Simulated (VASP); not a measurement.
# W (Fm-3m) in VASP: notebook, part 2 of 2

VASP 6.6.1. Earlier steps stand in the parts before.

### 5 Single point, PBE

Input file INCAR:

```
SYSTEM = W
  ADDGRID = .FALSE.
  ALGO = Normal
  EDIFF = 1E-7
  ENCUT = 400
  GGA = PE
  ISIF = 2
  ISMEAR = 0
  LASPH = .TRUE.
  LCHARG = .FALSE.
  LREAL = .FALSE.
  LWAVE = .FALSE.
  NBANDS = 13
  NELM = 100
  PREC = Accurate
  SIGMA = 0.02
```

Input file KPOINTS:

```
k-points
0
G
  10 10 10
  0 0 0
```

Input file POSCAR:

```
W
1.0
    0.0000000000      2.0300000000      2.0300000000
    2.0300000000      0.0000000000      2.0300000000
    2.0300000000      2.0300000000      0.0000000000
W
1
Direct
    0.0000000000      0.0000000000      0.0000000000
```

Potentials or basis: VASP PAW PBE potentials, release 64 (W_sv).

Command:

```sh
> cat potpaw_PBE.64/W_sv/POTCAR > POTCAR
> mpirun -np 1 vasp_std > vasp.out
```

OUTCAR:

```text
SYSTEM = W
   EDIFF = 1E-7
   ENCUT = 400
   GGA = PE
   ISIF = 2
   ISMEAR = 0
   LASPH = .TRUE.
   LREAL = .FALSE.
   NELM = 100
   PREC = Accurate

 Found     47 irreducible k-points:

 Following reciprocal coordinates:
            Coordinates               Weight
  0.000000  0.000000  0.000000      1.000000
  0.100000  0.000000  0.000000      8.000000
  0.200000  0.000000  0.000000      8.000000
  0.300000  0.000000  0.000000      8.000000
  0.400000  0.000000  0.000000      8.000000
  0.500000  0.000000  0.000000      4.000000
   k-points           NKPTS =     47   k-points in BZ     NKDIM =     47   number of bands    NBANDS=     13
   number of dos      NEDOS =    301   number of ions     NIONS =      1
   total plane-waves  NPLWV =   8000
   dimension x,y,z NGX =    20 NGY =   20 NGZ =   20
   dimension x,y,z NGXF=    40 NGYF=   40 NGZF=   40
   ions per type =               1
   NGX,Y,Z   is equivalent  to a cutoff of  11.58, 11.58, 11.58 a.u.
   NGXF,Y,Z  is equivalent  to a cutoff of  23.16, 23.16, 23.16 a.u.
 SYSTEM =  W
   PREC   = accura    normal or accurate (medium, high low for compatibility)
   ISTART =      0    job   : 0-new  1-cont  2-samecut
   ICHARG =      2    charge: 1-file 2-atom 10-const
   ISPIN  =      1    spin polarized calculation?
   LNONCOLLINEAR =      F non collinear calculations
   LSORBIT =      F    spin-orbit coupling
[... 68 lines left out ...]
      8       9.6903      2.00000
      9      12.7293      0.00000
     10      12.7293      0.00000
     11      22.9878      0.00000
     12      28.1119      0.00000
     13      28.1119      0.00000
[... 66 lines left out ...]
  band No.  band energies     occupation
      1     -63.3938      2.00000
      2     -28.2160      2.00000
      3     -27.2884      2.00000
      4     -27.2884      2.00000
      5       4.7270      2.00000
      6       9.4767      2.00000
      7       9.4767      2.00000
      8      10.8039      0.00000
      9      15.1335      0.00000
     10      15.1335      0.00000
     11      20.2267      0.00000
     12      22.6167      0.00000
     13      28.6802      0.00000

 [... further k-points ...]

------------------------ aborting loop because EDIFF is reached ----------------------------------------

  FORCE on cell =-STRESS in cart. coord.  units (eV):
  Direction    XX          YY          ZZ          XY          YZ          ZX
  --------------------------------------------------------------------------------------
  -------------------------------------------------------------------------------------
  Total       -0.4313166     -0.4313166     -0.4313166      0.0000000     -0.0000000     -0.0000000
  in kB      -41.3036722    -41.3036722    -41.3036722      0.0000000     -0.0000000     -0.0000000
  external PRESSURE =     -41.3036722 kB  Pullay stress =       0.0000000 kB

 VOLUME and BASIS-vectors are now :
 -----------------------------------------------------------------------------
  energy-cutoff  :      400.00
  volume of cell :       16.73
      direct lattice vectors                 reciprocal lattice vectors
     0.000000000  2.030000000  2.030000000    -0.246305419  0.246305419  0.246305419
     2.030000000  0.000000000  2.030000000     0.246305419 -0.246305419  0.246305419
     2.030000000  2.030000000  0.000000000     0.246305419  0.246305419 -0.246305419

 POSITION                                       TOTAL-FORCE (eV/Angst)
 -----------------------------------------------------------------------------------
      0.00000      0.00000      0.00000         0.000000      0.000000      0.000000
 -----------------------------------------------------------------------------------
    total drift:                                0.000000      0.000000      0.000000

  FREE ENERGIE OF THE ION-ELECTRON SYSTEM (eV)
  ---------------------------------------------------
  free  energy   TOTEN  =       -12.4620241189 eV

  energy  without entropy=      -12.4617869931  energy(sigma->0) =      -12.46190556
```

OSZICAR:

```text
N       E                     dE             d eps       ncg     rms          rms(c)
DAV:   1     0.730593585082E+02    0.73059E+02   -0.64820E+03  1222   0.104E+03
DAV:   2    -0.117325850794E+02   -0.84792E+02   -0.81731E+02  1387   0.277E+02
DAV:   3    -0.131068388512E+02   -0.13743E+01   -0.13537E+01  1282   0.351E+01
DAV:   4    -0.131127107813E+02   -0.58719E-02   -0.58717E-02  1412   0.252E+00
DAV:   5    -0.131127627602E+02   -0.51979E-04   -0.51979E-04  1317   0.223E-01    0.183E+01
DAV:   6    -0.125903936352E+02    0.52237E+00   -0.45389E-01  1307   0.888E+00    0.694E+00
DAV:   7    -0.124661838547E+02    0.12421E+00   -0.20749E-01  1347   0.566E+00    0.585E-01
DAV:   8    -0.124621636337E+02    0.40202E-02   -0.42515E-03  1232   0.845E-01    0.996E-02
DAV:   9    -0.124620281778E+02    0.13546E-03   -0.15650E-04  1382   0.141E-01    0.374E-02
DAV:  10    -0.124620241112E+02    0.40666E-05   -0.18852E-05  1327   0.560E-02    0.522E-03
DAV:  11    -0.124620242631E+02   -0.15190E-06   -0.41058E-07  1277   0.796E-03    0.546E-04
DAV:  12    -0.124620241069E+02    0.15622E-06   -0.13401E-08   706   0.168E-03    0.211E-04
DAV:  13    -0.124620241189E+02   -0.12039E-07   -0.10060E-09   621   0.406E-04
   1 F= -.12462024E+02 E0= -.12461906E+02  d E =-.237126E-03
```

Wall time 5.6 s (1 thread of Intel Xeon Platinum 8488C (Sapphire Rapids), shared host); peak memory 0.12 GiB.

The run converged, but some of its settings lie outside the range that counts as converged, so its numbers aren't taken as properties of the crystal.

What came out:

* Free energy: -12.4620 eV
* Pressure: -4.1 GPa
* Band gap on the k mesh: none (metal or under the smearing width)

### 6 Single point, PBE

Edit INCAR of step 5 so:

```diff
@@ -14,3 +14,3 @@
   NELM = 100
-  PREC = Accurate
-  SIGMA = 0.02
+  PREC = Low
+  SIGMA = 0.15
```

KPOINTS is that of step 5.

POSCAR is that of step 5.

Potentials or basis: VASP PAW PBE potentials, release 64 (W_sv).

Command:

```sh
> cat potpaw_PBE.64/W_sv/POTCAR > POTCAR
> mpirun -np 1 vasp_std > vasp.out
```

OUTCAR:

```text
SYSTEM = W
   EDIFF = 1E-7
   ENCUT = 400
   GGA = PE
   ISIF = 2
   ISMEAR = 0
   LASPH = .TRUE.
   LREAL = .FALSE.
   NELM = 100
   PREC = Low

 Found     47 irreducible k-points:

 Following reciprocal coordinates:
            Coordinates               Weight
  0.000000  0.000000  0.000000      1.000000
  0.100000  0.000000  0.000000      8.000000
  0.200000  0.000000  0.000000      8.000000
  0.300000  0.000000  0.000000      8.000000
  0.400000  0.000000  0.000000      8.000000
  0.500000  0.000000  0.000000      4.000000
   k-points           NKPTS =     47   k-points in BZ     NKDIM =     47   number of bands    NBANDS=     13
   number of dos      NEDOS =    301   number of ions     NIONS =      1
   total plane-waves  NPLWV =   2744
   dimension x,y,z NGX =    14 NGY =   14 NGZ =   14
   dimension x,y,z NGXF=    14 NGYF=   14 NGZF=   14
   ions per type =               1
   NGX,Y,Z   is equivalent  to a cutoff of   8.11,  8.11,  8.11 a.u.
   NGXF,Y,Z  is equivalent  to a cutoff of   8.11,  8.11,  8.11 a.u.
 SYSTEM =  W
   PREC   = low       normal or accurate (medium, high low for compatibility)
   ISTART =      0    job   : 0-new  1-cont  2-samecut
   ICHARG =      2    charge: 1-file 2-atom 10-const
   ISPIN  =      1    spin polarized calculation?
   LNONCOLLINEAR =      F non collinear calculations
   LSORBIT =      F    spin-orbit coupling
   LASPH  =      T    aspherical Exc in radial PAW
   ENCUT  =  400.0 eV  29.40 Ry    5.42 a.u.   4.68  4.68  4.68*2*pi/ulx,y,z
   NELM   =    100;   NELMIN=  2; NELMDL= -5     # of ELM steps
   EDIFF  = 0.1E-06   stopping-criterion for ELM
   LREAL  =      F    real-space projection
   EDIFFG = 0.1E-05   stopping-criterion for IOM
   NSW    =      0    number of steps for IOM
   IBRION =     -1    ionic relax: 0-MD 1-quasi-New 2-CG
   NFREE  =      0    steps in history (QN), initial steepest desc. (CG)
   ISIF   =      2    stress and relaxation
   ISYM   =      2    0-nonsym 1-usesym 2-fastsym
   POTIM  = 0.5000    time-step for ionic-motion
   TEBEG  =    0.0;   TEEND  =   0.0 temperature during run
   PSTRESS=    0.0 pullay stress
   NELECT =      14.0000    total number of electrons
   NUPDOWN=      -1.0000    fix difference up-down
   EMIN   =  10.00;   EMAX   =-10.00  energy-range for DOS
   EFERMI =   0.00;   METHOD = LEGACY
   ISMEAR =     0;   SIGMA  =   0.15  broadening in eV -4-tet -1-fermi 0-gaus
   EFERMI_NEDOS =   21; number of points for ismear=-14 and -15
   IALGO  =     38    algorithm
   IMIX   =      4    mixing-type and parameters
     AMIX     =   0.40;   BMIX     =  1.00
     AMIX_MAG =   1.60;   BMIX_MAG =  1.00
  volume/ion in A,a.u.               =      16.73       112.91
  Fermi-wavevector in a.u.,A,eV,Ry     =   1.542688  2.915258 32.380324  2.379887
  Thomas-Fermi vector in A             =   2.648457
   LORBIT       =      0    0 simple, 1 ext, 2 COOP (PROOUT), +10 PAW based schemes
   GGA     = PE    functional components
   LHFCALC =     F    Hartree Fock is set to
   AEXX    =    0.0000 exact exchange contribution
   IVDW    =     0    specifies the selected vdW correction
   LEPSILON=     F    determine dielectric tensor
   LRPA    =     F    only Hartree local field effects (RPA)
 non-spin polarized calculation
 Gauss-broadening in eV      SIGMA  =   0.15
  energy-cutoff  :      400.00
  volume of cell :       16.73
 maximum number of plane-waves:       318
   NGX =  9   NGY =  9   NGZ =  9

 number of electron      14.0000549 magnetization

 Free energy of the ion-electron system (eV)
  ---------------------------------------------------
  ext. energy  EPLUGINS =         0.00000000
  ---------------------------------------------------
  free energy    TOTEN  =       -12.46934051 eV

  energy without entropy =      -12.45592043  energy(sigma->0) =      -12.46263047

 E-fermi :  10.1971     XC(G=0): -13.3304

 val. band max:       10.1704919366   @ k =  -0.1000   0.1000   0.0000
 cond. band min:      10.2417076018   @ k =   0.5000   0.1000   0.0000
 fundamental gap:      0.0712156652
 Fermi energy:        10.1970912883

 k-point     1 :       0.0000    0.0000    0.0000
  band No.  band energies     occupation
      1     -63.5007      2.00000
      2     -27.1533      2.00000
      3     -27.1528      2.00000
      4     -27.1528      2.00000
      5       1.3357      2.00000
      6       9.6865      2.00000
      7       9.6866      2.00000
      8       9.6866      2.00000
      9      12.7242      0.00000
     10      12.7242      0.00000
     11      22.9899      0.00000
     12      28.1125      0.00000
     13      28.1126      0.00000

 k-point     2 :       0.1000    0.0000    0.0000
  band No.  band energies     occupation
      1     -63.4916      2.00000
      2     -27.2616      2.00000
      3     -27.1673      2.00000
      4     -27.1668      2.00000
      5       1.7579      2.00000
      6       9.3773      2.00000
      7       9.8744      1.99765
      8       9.8745      1.99765
      9      12.5648      0.00000
     10      12.5648      0.00000
     11      23.8099      0.00000
     12      26.5797      0.00000
     13      28.9032      0.00000

 k-point     3 :       0.2000    0.0000    0.0000
  band No.  band energies     occupation
      1     -63.4673      2.00000
      2     -27.5393      2.00000
      3     -27.2037      2.00000
      4     -27.2033      2.00000
      5       2.8673      2.00000
      6       8.8221      2.00000
      7      10.1492      1.34859
      8      10.1492      1.34814
      9      12.5211      0.00000
     10      12.5212      0.00000
     11      24.0626      0.00000
     12      26.1560      0.00000
     13      31.0526      0.00000

 k-point     4 :       0.3000    0.0000    0.0000
  band No.  band energies     occupation
      1     -63.4373      2.00000
      2     -27.8698      2.00000
      3     -27.2484      2.00000
      4     -27.2479      2.00000
      5       4.0867      2.00000
      6       8.8277      2.00000
      7       9.9659      1.97069
      8       9.9660      1.97066
      9      13.3206      0.00000
     10      13.3207      0.00000
     11      22.3851      0.00000
     12      26.3720      0.00000
     13      32.9696      0.00000

 k-point     5 :       0.4000    0.0000    0.0000
  band No.  band energies     occupation
      1     -63.4130      2.00000
      2     -28.1279      2.00000
      3     -27.2841      2.00000
      4     -27.2837      2.00000
      5       4.6466      2.00000
      6       9.6187      2.00000
      7       9.6187      2.00000
      8       9.9293      1.98842
      9      14.5243      0.00000
     10      14.5246      0.00000
     11      21.0278      0.00000
     12      23.7521      0.00000
     13      29.9102      0.00000

 k-point     6 :       0.5000    0.0000    0.0000
  band No.  band energies     occupation
      1     -63.4036      2.00000
      2     -28.2245      2.00000
      3     -27.2978      2.00000
      4     -27.2973      2.00000
      5       4.7263      2.00000
      6       9.4731      2.00000
      7       9.4731      2.00000
      8      10.8039      0.00000
      9      15.1274      0.00000
     10      15.1276      0.00000
     11      20.2227      0.00000
     12      22.6182      0.00000
     13      28.6803      0.00000

 [... further k-points ...]

------------------------ aborting loop because EDIFF is reached ----------------------------------------

  FORCE on cell =-STRESS in cart. coord.  units (eV):
  Direction    XX          YY          ZZ          XY          YZ          ZX
  --------------------------------------------------------------------------------------
  -------------------------------------------------------------------------------------
  Total       -0.3867605     -0.3867605     -0.3867605     -0.0000000      0.0000000      0.0000000
  in kB      -37.0368953    -37.0368953    -37.0368953     -0.0000000      0.0000000      0.0000000
  external PRESSURE =     -37.0368953 kB  Pullay stress =       0.0000000 kB

 VOLUME and BASIS-vectors are now :
 -----------------------------------------------------------------------------
  energy-cutoff  :      400.00
  volume of cell :       16.73
      direct lattice vectors                 reciprocal lattice vectors
     0.000000000  2.030000000  2.030000000    -0.246305419  0.246305419  0.246305419
     2.030000000  0.000000000  2.030000000     0.246305419 -0.246305419  0.246305419
     2.030000000  2.030000000  0.000000000     0.246305419  0.246305419 -0.246305419

 POSITION                                       TOTAL-FORCE (eV/Angst)
 -----------------------------------------------------------------------------------
      0.00000      0.00000      0.00000         0.000000      0.000000      0.000000
 -----------------------------------------------------------------------------------
    total drift:                               -0.000000      0.000000      0.000000

  FREE ENERGIE OF THE ION-ELECTRON SYSTEM (eV)
  ---------------------------------------------------
  free  energy   TOTEN  =       -12.4693405087 eV

  energy  without entropy=      -12.4559204291  energy(sigma->0) =      -12.46263047
```

OSZICAR:

```text
N       E                     dE             d eps       ncg     rms          rms(c)
DAV:   1     0.730544819345E+02    0.73054E+02   -0.64820E+03  1222   0.104E+03
DAV:   2    -0.117414568068E+02   -0.84796E+02   -0.81737E+02  1387   0.277E+02
DAV:   3    -0.131145457667E+02   -0.13731E+01   -0.13545E+01  1282   0.351E+01
DAV:   4    -0.131204118312E+02   -0.58661E-02   -0.58658E-02  1412   0.252E+00
DAV:   5    -0.131204637893E+02   -0.51958E-04   -0.51959E-04  1317   0.223E-01    0.183E+01
DAV:   6    -0.126007340690E+02    0.51973E+00   -0.45222E-01  1307   0.886E+00    0.695E+00
DAV:   7    -0.124736292570E+02    0.12710E+00   -0.21362E-01  1342   0.574E+00    0.627E-01
DAV:   8    -0.124694504404E+02    0.41788E-02   -0.41447E-03  1232   0.832E-01    0.932E-02
DAV:   9    -0.124693400937E+02    0.11035E-03   -0.14152E-04  1392   0.134E-01    0.344E-02
DAV:  10    -0.124693399831E+02    0.11063E-06   -0.11518E-05  1307   0.432E-02    0.335E-03
DAV:  11    -0.124693406141E+02   -0.63102E-06   -0.20757E-07  1243   0.542E-03    0.791E-04
DAV:  12    -0.124693404949E+02    0.11918E-06   -0.66405E-09   691   0.945E-04    0.259E-04
DAV:  13    -0.124693405087E+02   -0.13746E-07   -0.53069E-10   646   0.285E-04
   1 F= -.12469341E+02 E0= -.12462630E+02  d E =-.134201E-01
```

Wall time 2.6 s (1 thread of Intel Xeon Platinum 8488C (Sapphire Rapids), shared host); peak memory 0.1 GiB.

The run converged, but some of its settings lie outside the range that counts as converged, so its numbers aren't taken as properties of the crystal.

Results:

```
Free energy            : -12.4693 eV
Pressure               : -3.7 GPa
Band gap on the k mesh : none (metal or under the smearing width)
```
